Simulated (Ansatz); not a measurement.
# Transmission past a defect: zigzag graphene nanoribbon (N = 9, H edges), Stone-Wales bond rotation, part 3 of 4

Aim: how much does this defect scatter, and at which energies?

Ansatz 0.2.0; DFT PBE, plane waves, PAW; relaxation of a wire's period (the session's first sound run).

So far. Step 2 (The relaxed wire): The cell's length comes to 2.465 Å with an absolute moment of 0.94 μB a cell. Step 3 (Bands of the perfect wire): At the computed energy nearest the Fermi level there are 0 spin-up and 0 spin-down channels, and the thermal average gives 0.00214 G₀.

### Step 4. Relaxing the junction

This step: DFT PBE, plane waves, PAW; relaxation of a junction in a wire, ends held (Ansatz 0.2.0).

System of this step: zigzag graphene nanoribbon (N = 9, H edges), Stone-Wales bond rotation. The cell holds 180 atoms: 18 H and 162 C. Its edges and angles: a = 26.890 Å, b = 7.000 Å, c = 22.181 Å, α = 90.0°, β = 90.0°, γ = 90.0°. Regions: held atoms, 120 atoms (12 H and 108 C); free atoms, 60 atoms (6 H and 54 C). Vacuum lies along a and b. The structure's axis is c.

60 atoms at the defect are free to relax, while 120 stay where the perfect wire has them, so that the ends still repeat as a lead.

input.yaml

```yaml
crystal:
  lattice:
    - [26.89, 0.0, 0.0]
    - [0.0, 7.0, 0.0]
    - [0.0, 0.0, 22.1809937616]
  atoms:
    - { symbol: H, position: [0.128738686, 0.5, 0.0] }
    - { symbol: C, position: [0.169353586, 0.5, 0.0], spin: 0.06 }
    - { symbol: C, position: [0.274627004, 0.5, 0.0] }
    - { symbol: C, position: [0.327802929, 0.5, 0.0] }
    - { symbol: C, position: [0.433727058, 0.5, 0.0] }
    - { symbol: C, position: [0.486778215, 0.5, 0.0] }
    - { symbol: C, position: [0.592709943, 0.5, 0.0] }
    - { symbol: C, position: [0.64578888, 0.5, 0.0] }
    - { symbol: C, position: [0.751669269, 0.5, 0.0] }
    - { symbol: C, position: [0.805297519, 0.5, 0.0] }
    - { symbol: C, position: [0.194702501, 0.5, 0.055555556] }
    - { symbol: C, position: [0.248330741, 0.5, 0.055555556] }
    - { symbol: C, position: [0.354211112, 0.5, 0.055555556] }
    - { symbol: C, position: [0.40729004, 0.5, 0.055555556] }
    - { symbol: C, position: [0.513221762, 0.5, 0.055555556] }
    - { symbol: C, position: [0.566272922, 0.5, 0.055555556] }
    - { symbol: C, position: [0.672197068, 0.5, 0.055555556] }
    - { symbol: C, position: [0.725373003, 0.5, 0.055555556] }
    - { symbol: C, position: [0.830646433, 0.5, 0.055555556], spin: -0.06 }
    - { symbol: H, position: [0.871261332, 0.5, 0.055555556] }
    - { symbol: H, position: [0.128738686, 0.5, 0.111111111] }
    - { symbol: C, position: [0.169353586, 0.5, 0.111111111], spin: 0.06 }
    - { symbol: C, position: [0.274627004, 0.5, 0.111111111] }
    - { symbol: C, position: [0.327802929, 0.5, 0.111111111] }
    - { symbol: C, position: [0.433727058, 0.5, 0.111111111] }
    - { symbol: C, position: [0.486778215, 0.5, 0.111111111] }
    - { symbol: C, position: [0.592709943, 0.5, 0.111111111] }
    - { symbol: C, position: [0.64578888, 0.5, 0.111111111] }
    - { symbol: C, position: [0.751669269, 0.5, 0.111111111] }
    - { symbol: C, position: [0.805297519, 0.5, 0.111111111] }
[... 144 atom lines left out ...]
    - { symbol: C, position: [0.513221762, 0.5, 0.944444444] }
    - { symbol: C, position: [0.566272922, 0.5, 0.944444444] }
    - { symbol: C, position: [0.672197068, 0.5, 0.944444444] }
    - { symbol: C, position: [0.725373003, 0.5, 0.944444444] }
    - { symbol: C, position: [0.830646433, 0.5, 0.944444444], spin: -0.06 }
    - { symbol: H, position: [0.871261332, 0.5, 0.944444444] }
magnetization:
  spin_polarized: true
kpoints:
  mp_grid: { grid: [1, 1, 2] }
scf:
  occupations: { method: fermi_dirac, width: 0.1 }
hamiltonian:
  xc: pbe
relax:
  constraints:
    - { sites: [0, 1, 2, 3, 4, 5, 6, 7, 8, 9, 10, 11, 12, 13, 14, 15, 16, 17, 18, 19, 20, 21, 22, 23, 24, 25, 26, 27, 28, 29, 30, 31, 32, 33, 34, 35, 36, 37, 38, 39, 40, 41, 42, 43, 44, 45, 46, 47, 48, 49, 50, 51, 52, 53, 54, 55, 56, 57, 58, 59, 120, 121, 122, 123, 124, 125, 126, 127, 128, 129, 130, 131, 132, 133, 134, 135, 136, 137, 138, 139, 140, 141, 142, 143, 144, 145, 146, 147, 148, 149, 150, 151, 152, 153, 154, 155, 156, 157, 158, 159, 160, 161, 162, 163, 164, 165, 166, 167, 168, 169, 170, 171, 172, 173, 174, 175, 176, 177, 178, 179] }
  f_tol: 0.04
  max_steps: 35
```

Started as:

```console
> ansatz run input.yaml --threads 16 --pin off --max-ram 61440MiB --backend cuda --events-out ev --progress --plain --runs-dir out --max-vram 78GiB
```

Numbers of over 12 decimals in the logs are rounded to 6 here.

Output:

```text
[...]
GPU FFT provider: cuFFT
GPU libraries: cuBLAS 13.8.1, cuFFT 12.4.0, cuSOLVER 12.3.2
[...]
Crystal: 180 atoms, lattice volume = 4175.128 Å³
Basis set: ecut = 420 eV, 81645 PW (Γ), exchange–correlation on 360×96×300 points (8 copies of the dense FFT grid, shifted against one another)
Bands: 514, of which v1, the nominal top of the filled ones, is band 333 counted from 1 (332 counted from 0)
Symmetry: 2 space group operations
[...]
k-points: 2
[...]
Starting moments: Σ|m| = 1.08 μB on 18 of 180 sites
Starting magnetic order: compensated ferrimagnet; no operation exchanges its spin sublattices
[...]
GPU buffer pool allocated for 1296000 grid points (all kernels)
[...]
SCF iter   1: F=—  HF=-41023.919680 eV  |F-HF|=—  |Δ(HF+E_count)|=         —  Δρ=3.95e-2 (↑3.95e-2 ↓3.95e-2)  dr2=2.51e2  dr2_m=8.88e-3  M=-0.014 μB ∫|m|=0.806 μB  β_m=0.30  ethr=3.10e-3  ⟨swp⟩=6.0  Hψ=9189  notcnv=0  defer=434
[...]
SCF iter  21: F=-40922.844363 eV  HF=-40922.844363 eV  |F-HF|=4.14e-7  |Δ(HF+E_count)|=   4.19e-7  Δρ=3.49e-6 (↑3.43e-6 ↓3.49e-6)  dr2=1.90e-7  dr2_m=4.35e-7  M=-0.097 μB ∫|m|=6.843 μB  ethr=5.48e-10  ⟨swp⟩=3.0  Hψ=3410  notcnv=0
SCF 1 converged in 21 iterations: F = -40922.844363 eV  dr2 = 1.90e-7
[...]
relax step   1: F+E_penalty+E_count = -40922.84436339 eV  Δ(F+E_penalty+E_count) = +0.000e0 eV  max|allowed force component| = 9.504e0 eV/Å  Δτ_max = 0.0000 Å  (21 SCF iters, dr2 threshold 4.00e-5 eV, accepted)
[...]
GPU FFT provider: cuFFT
GPU libraries: cuBLAS 13.8.1, cuFFT 12.4.0, cuSOLVER 12.3.2
[...]
GPU buffer pool allocated for 1296000 grid points (all kernels)
[...]
SCF iter  14: F=-40927.117978 eV  HF=-40927.117991 eV  |F-HF|=1.31e-5  |Δ(HF+E_count)|=   1.05e-5  Δρ=7.42e-6 (↑5.67e-6 ↓7.42e-6)  dr2=1.54e-5  dr2_m=1.02e-6  M=-0.092 μB ∫|m|=6.864 μB  ethr=1.07e-9  ⟨swp⟩=1.0  Hψ=4436  notcnv=0
SCF 2 converged in 14 iterations: F = -40927.117978 eV  dr2 = 1.54e-5
[...]
relax step   2: F+E_penalty+E_count = -40927.11797779 eV  Δ(F+E_penalty+E_count) = -4.274e0 eV  max|allowed force component| = 4.692e0 eV/Å  Δτ_max = 0.1624 Å  (14 SCF iters, dr2 threshold 1.00e-4 eV, accepted)
[...]
GPU FFT provider: cuFFT
GPU libraries: cuBLAS 13.8.1, cuFFT 12.4.0, cuSOLVER 12.3.2
[...]
GPU buffer pool allocated for 1296000 grid points (all kernels)
[...]
SCF iter   1: F=—  HF=-40928.572322 eV  |F-HF|=—  |Δ(HF+E_count)|=         —  Δρ=3.32e-3 (↑3.31e-3 ↓3.32e-3)  dr2=1.19e0  dr2_m=1.55e-3  M=-0.114 μB ∫|m|=6.851 μB  β_m=0.30  ethr=1.86e-3  ⟨swp⟩=5.2  Hψ=5401  notcnv=0  defer=577
[...]
SCF iter  13: F=-40928.271148 eV  HF=-40928.271154 eV  |F-HF|=5.49e-6  |Δ(HF+E_count)|=   3.41e-6  Δρ=6.86e-6 (↑4.73e-6 ↓6.86e-6)  dr2=7.02e-6  dr2_m=1.06e-6  M=-0.106 μB ∫|m|=6.855 μB  ethr=1.15e-9  ⟨swp⟩=1.0  Hψ=4744  notcnv=0
SCF 3 converged in 13 iterations: F = -40928.271148 eV  dr2 = 7.02e-6
[...]
relax step   3: F+E_penalty+E_count = -40928.27114833 eV  Δ(F+E_penalty+E_count) = -1.153e0 eV  max|allowed force component| = 1.114e0 eV/Å  Δτ_max = 0.1622 Å  (13 SCF iters, dr2 threshold 1.00e-4 eV, accepted)
[...]
relax step   4: F+E_penalty+E_count = -40928.33483284 eV  Δ(F+E_penalty+E_count) = -6.368e-2 eV  max|allowed force component| = 7.690e-1 eV/Å  Δτ_max = 0.0909 Å  (12 SCF iters, dr2 threshold 7.76e-5 eV, accepted)
[...]
relax step   5: F+E_penalty+E_count = -40928.35354739 eV  Δ(F+E_penalty+E_count) = -1.871e-2 eV  max|allowed force component| = 6.451e-1 eV/Å  Δτ_max = 0.0593 Å  (9 SCF iters, dr2 threshold 3.70e-5 eV, accepted)
[...]
relax step   6: F+E_penalty+E_count = -40928.36411455 eV  Δ(F+E_penalty+E_count) = -1.057e-2 eV  max|allowed force component| = 7.652e-2 eV/Å  Δτ_max = 0.0239 Å  (6 SCF iters, dr2 threshold 1.00e-4 eV, accepted)
[...]
relax step   7: F+E_penalty+E_count = -40928.36428970 eV  Δ(F+E_penalty+E_count) = -1.751e-4 eV  max|allowed force component| = 4.179e-2 eV/Å  Δτ_max = 0.0028 Å  (12 SCF iters, accepted)
[...]
GPU FFT provider: cuFFT
GPU libraries: cuBLAS 13.8.1, cuFFT 12.4.0, cuSOLVER 12.3.2
[...]
GPU buffer pool allocated for 1296000 grid points (all kernels)
[...]
SCF iter   1: F=—  HF=-40928.365577 eV  |F-HF|=—  |Δ(HF+E_count)|=         —  Δρ=2.24e-5 (↑2.24e-5 ↓2.24e-5)  dr2=6.68e-5  dr2_m=1.75e-7  M=-0.096 μB ∫|m|=6.892 μB  β_m=0.30  ethr=1.05e-7  ⟨swp⟩=2.0  Hψ=3706  notcnv=0  defer=582
[...]
SCF iter   8: F=-40928.364358 eV  HF=-40928.364358 eV  |F-HF|=8.73e-10  |Δ(HF+E_count)|=   1.19e-8  Δρ=3.52e-7 (↑3.16e-7 ↓3.52e-7)  dr2=9.80e-9  dr2_m=1.20e-9  M=-0.096 μB ∫|m|=6.892 μB  ethr=6.84e-12  ⟨swp⟩=2.0  Hψ=4428  notcnv=0
SCF 8 converged in 8 iterations: F = -40928.364358 eV  dr2 = 9.80e-9
relax step   8: F+E_penalty+E_count = -40928.36435792 eV  Δ(F+E_penalty+E_count) = -6.822e-5 eV  max|allowed force component| = 6.224e-3 eV/Å  Δτ_max = 0.0018 Å  (8 SCF iters, accepted)
SCF converged after 8 iterations
Magnetization: -0.0957 μB (332.9521 up, 333.0479 down)
Absolute magnetization: 6.8918 μB (∫|ρ↑−ρ↓|, with the PAW one-centre terms)
[...]
Per-site moments (μB) at R_I (Å): [(-0.00166089, 0.450506), (0.043005, 0.450506), (-0.00898177, 0.586056), (0.00877879, 0.586675), (-0.00333793, 0.586835), (0.00353295, 0.586871), (-0.00469529, 0.586835), (0.00508273, 0.586675), (-0.024870, 0.586056), (0.019793, 0.580898), (-0.018169, 0.580898), (0.023590, 0.586056), (-0.00462363, 0.586675), (0.00414593, 0.586835), (-0.00311501, 0.586871), (0.00338706, 0.586835), (-0 [...]
Free energy (F): -40928.364358 eV
[...]
Internal energy: -40928.040178 eV  (E = F + TS)
E sigma→0 (E₀):  -40928.202268 eV
Entropy (-TS):   -0.324180 eV (-1.801 meV/atom)
Fermi energy:    -0.199161 eV
[...]
--- Forces (eV/Å), atoms counted from 1 ---
  atom   1  H      0.00280010    -0.00000000     0.00061809
  atom   2  C      0.03479195    -0.00000000     0.05226490
  atom   3  C      0.00013600    -0.00000000    -0.01002479
  atom   4  C     -0.00651737    -0.00000000     0.00182077
  atom   5  C      0.02183635    -0.00000000    -0.01154265
  atom   6  C     -0.01912259    -0.00000000    -0.00912359
  atom   7  C      0.00581755    -0.00000000    -0.00119880
  atom   8  C     -0.00366828    -0.00000000     0.00915940
  atom   9  C     -0.01263018     0.00000000     0.00167253
  atom  10  C      0.02950936    -0.00000000     0.00141452
  atom  11  C     -0.03483605     0.00000000    -0.08206755
  atom  12  C      0.02731539     0.00000000     0.02430350
  atom  13  C      0.02514228    -0.00000000    -0.00347748
  atom  14  C     -0.02031541    -0.00000000     0.02507511
  atom  15  C     -0.01447983     0.00000000     0.03281104
  atom  16  C      0.01370205     0.00000000     0.01341276
  atom  17  C     -0.00941098    -0.00000000    -0.00197635
  atom  18  C      0.01124145     0.00000000     0.00296657
  atom  19  C     -0.01592233    -0.00000000     0.00159846
  atom  20  H     -0.00263314     0.00000000     0.00003718
  atom  21  H      0.00209114    -0.00000000     0.00176394
  atom  22  C      0.05139099     0.00000000     0.09978708
  atom  23  C     -0.00190243     0.00000000    -0.05265079
  atom  24  C     -0.01260985    -0.00000000     0.02103826
  atom  25  C     -0.00149070     0.00000000     0.00495989
  atom  26  C      0.01176599     0.00000000    -0.04155450
  atom  27  C      0.00445042    -0.00000000    -0.02657716
  atom  28  C     -0.00976073    -0.00000000    -0.00817750
  atom  29  C     -0.01486956     0.00000000    -0.00486897
  atom  30  C      0.02568920     0.00000000    -0.00409527
  atom  31  C     -0.11158907     0.00000000    -0.13998806
  atom  32  C      0.10045690    -0.00000000     0.12102804
  atom  33  C      0.16884049    -0.00000000    -0.06921107
  atom  34  C     -0.15323587    -0.00000000    -0.02990273
  atom  35  C      0.02721868     0.00000000     0.02953300
  atom  36  C     -0.01019967    -0.00000000     0.01012250
  atom  37  C     -0.00169204     0.00000000     0.01731791
  atom  38  C      0.01090087     0.00000000    -0.00177857
  atom  39  C     -0.01555762     0.00000000     0.00792563
  atom  40  H     -0.00258861     0.00000000     0.00016426
[...]
atom 169  C     -0.01536636     0.00000000    -0.00130806
  atom 170  C      0.03131428     0.00000000     0.00433957
  atom 171  C     -0.02147698     0.00000000    -0.01963920
  atom 172  C      0.00335003    -0.00000000     0.01702315
  atom 173  C      0.00889692     0.00000000    -0.00493593
  atom 174  C     -0.00835346     0.00000000     0.00802305
  atom 175  C     -0.00188226     0.00000000    -0.00259812
  atom 176  C     -0.00099982    -0.00000000    -0.00219207
  atom 177  C     -0.00654933    -0.00000000    -0.01446748
  atom 178  C      0.00519511    -0.00000000    -0.00284245
  atom 179  C     -0.01480946     0.00000000    -0.00337432
  atom 180  H     -0.00264147     0.00000000     0.00003115
  max |Σ_I F_I| component: 3.89e-5 eV/Å
--- Relaxed structure (8 steps of the walk, 8 accepted, 0 SCFs on fresh bases) ---
  F+E_penalty+E_count = -40928.36435792 eV   max|allowed force component| = 6.224e-3 eV/Å
  atoms:
    - { symbol: H, position: [0.128738686, 0.500000, 0.0] }
    - { symbol: C, position: [0.169354, 0.500000, 0.0] }
    - { symbol: C, position: [0.274627004, 0.500000, 0.0] }
    - { symbol: C, position: [0.327802929, 0.500000, 0.0] }
    - { symbol: C, position: [0.433727058, 0.500000, 0.0] }
    - { symbol: C, position: [0.486778, 0.500000, 0.0] }
    - { symbol: C, position: [0.592709943, 0.500000, 0.0] }
    - { symbol: C, position: [0.64578888, 0.500000, 0.0] }
    - { symbol: C, position: [0.751669269, 0.500000, 0.0] }
    - { symbol: C, position: [0.805297519, 0.500000, 0.0] }
    - { symbol: C, position: [0.194702501, 0.500000, 0.055556] }
    - { symbol: C, position: [0.248330741, 0.500000, 0.055556] }
    - { symbol: C, position: [0.354211112, 0.500000, 0.055556] }
    - { symbol: C, position: [0.407290, 0.500000, 0.055556] }
    - { symbol: C, position: [0.513221762, 0.500000, 0.055556] }
    - { symbol: C, position: [0.566272922, 0.500000, 0.055556] }
    - { symbol: C, position: [0.672197068, 0.500000, 0.055556] }
    - { symbol: C, position: [0.725373003, 0.500000, 0.055556] }
    - { symbol: C, position: [0.830646433, 0.500000, 0.055556] }
    - { symbol: H, position: [0.871261332, 0.500000, 0.055556] }
    - { symbol: H, position: [0.128738686, 0.500000, 0.111111] }
    - { symbol: C, position: [0.169354, 0.500000, 0.111111] }
    - { symbol: C, position: [0.274627004, 0.500000, 0.111111] }
    - { symbol: C, position: [0.327802929, 0.500000, 0.111111] }
    - { symbol: C, position: [0.433727058, 0.500000, 0.111111] }
    - { symbol: C, position: [0.486778, 0.500000, 0.111111] }
    - { symbol: C, position: [0.592709943, 0.500000, 0.111111] }
    - { symbol: C, position: [0.64578888, 0.500000, 0.111111] }
    - { symbol: C, position: [0.751669269, 0.500000, 0.111111] }
    - { symbol: C, position: [0.805297519, 0.500000, 0.111111] }
    - { symbol: C, position: [0.194702501, 0.500000, 0.166667] }
    - { symbol: C, position: [0.248330741, 0.500000, 0.166667] }
    - { symbol: C, position: [0.354211112, 0.500000, 0.166667] }
    - { symbol: C, position: [0.407290, 0.500000, 0.166667] }
    - { symbol: C, position: [0.513221762, 0.500000, 0.166667] }
    - { symbol: C, position: [0.566272922, 0.500000, 0.166667] }
    - { symbol: C, position: [0.672197068, 0.500000, 0.166667] }
    - { symbol: C, position: [0.725373003, 0.500000, 0.166667] }
    - { symbol: C, position: [0.830646433, 0.500000, 0.166667] }
    - { symbol: H, position: [0.871261332, 0.500000, 0.166667] }
    - { symbol: H, position: [0.128738686, 0.500000, 0.222222] }
    - { symbol: C, position: [0.169354, 0.500000, 0.222222] }
    - { symbol: C, position: [0.274627004, 0.500000, 0.222222] }
    - { symbol: C, position: [0.327802929, 0.500000, 0.222222] }
    - { symbol: C, position: [0.433727058, 0.500000, 0.222222] }
[...]
- { symbol: H, position: [0.871261332, 0.500000, 0.277778] }
    - { symbol: H, position: [0.125167, 0.500000, 0.326679] }
[...]
- { symbol: H, position: [0.871965, 0.500000, 0.388169] }
    - { symbol: H, position: [0.127294, 0.500000, 0.449789] }
[...]
- { symbol: H, position: [0.872241, 0.500000, 0.500188] }
    - { symbol: H, position: [0.131732, 0.500000, 0.552572] }
[...]
- { symbol: H, position: [0.871746, 0.500000, 0.612061] }
    - { symbol: H, position: [0.128738686, 0.500000, 0.666667] }
[...]
- { symbol: H, position: [0.871261332, 0.500000, 0.722222] }
    - { symbol: H, position: [0.128738686, 0.500000, 0.777778] }
[...]
- { symbol: H, position: [0.871261332, 0.500000, 0.833333] }
    - { symbol: H, position: [0.128738686, 0.500000, 0.888889] }
[...]
- { symbol: C, position: [0.64578888, 0.500000, 0.888889] }
    - { symbol: C, position: [0.751669269, 0.500000, 0.888889] }
    - { symbol: C, position: [0.805297519, 0.500000, 0.888889] }
    - { symbol: C, position: [0.194702501, 0.500000, 0.944444] }
    - { symbol: C, position: [0.248330741, 0.500000, 0.944444] }
    - { symbol: C, position: [0.354211112, 0.500000, 0.944444] }
    - { symbol: C, position: [0.407290, 0.500000, 0.944444] }
    - { symbol: C, position: [0.513221762, 0.500000, 0.944444] }
    - { symbol: C, position: [0.566272922, 0.500000, 0.944444] }
    - { symbol: C, position: [0.672197068, 0.500000, 0.944444] }
    - { symbol: C, position: [0.725373003, 0.500000, 0.944444] }
    - { symbol: C, position: [0.830646433, 0.500000, 0.944444] }
    - { symbol: H, position: [0.871261332, 0.500000, 0.944444] }
```

Run time: 30 s. Hardware: 1 × NVIDIA GB200 with 16 threads of Arm Neoverse V2, shared host; peak memory 2.1 GiB; 97 s of CPU time.

Relaxation path:

| step | energy less that of the first step (eV) | largest force component (eV/Å) |
| --- | --- | --- |
| 1 | 0.0000 | 9.5041 |
| 2 | -4.2736 | 4.6917 |
| 3 | -5.4268 | 1.1142 |
| 4 | -5.4905 | 0.7690 |
| 5 | -5.5092 | 0.6451 |
| 6 | -5.5198 | 0.0765 |
| 7 | -5.5199 | 0.0418 |
| 8 | -5.5200 | 0.0062 |

The run keeps the 2 symmetry operations that it works with, so distortions that break them were not tested.

The atoms that moved most (Å):

| atom | dx | dy | dz | length |
| --- | --- | --- | --- | --- |
| C93 | 0.285 | 0.000 | -0.058 | 0.291 |
| C85 | 0.235 | 0.000 | 0.098 | 0.254 |
| C94 | 0.232 | 0.000 | 0.101 | 0.253 |
| C74 | 0.114 | 0.000 | 0.223 | 0.251 |
| C83 | -0.044 | 0.000 | -0.244 | 0.248 |
| C72 | -0.185 | 0.000 | -0.090 | 0.206 |
| C86 | 0.175 | 0.000 | 0.041 | 0.179 |
| H61 | -0.096 | 0.000 | -0.148 | 0.176 |

This step gave:

```
energy at zero smearing : -40928.2023 eV
total moment            : -0.09572 μB
absolute moment         : 6.892 μB
```

The largest force component on a free atom ends at 0.006 eV/Å, under the limit of 0.04. 

[end of part 3 of 4]

[Logs are printed without paths, hosts, clocks, repeated set-up lines and the standing remarks that a program may print on its own settings, such as how far it seeks lower states.]

[Hosts, paths, dates, database ids (printed as entryN), source tags and the programs' standing remarks are cut or masked in the printed files.]
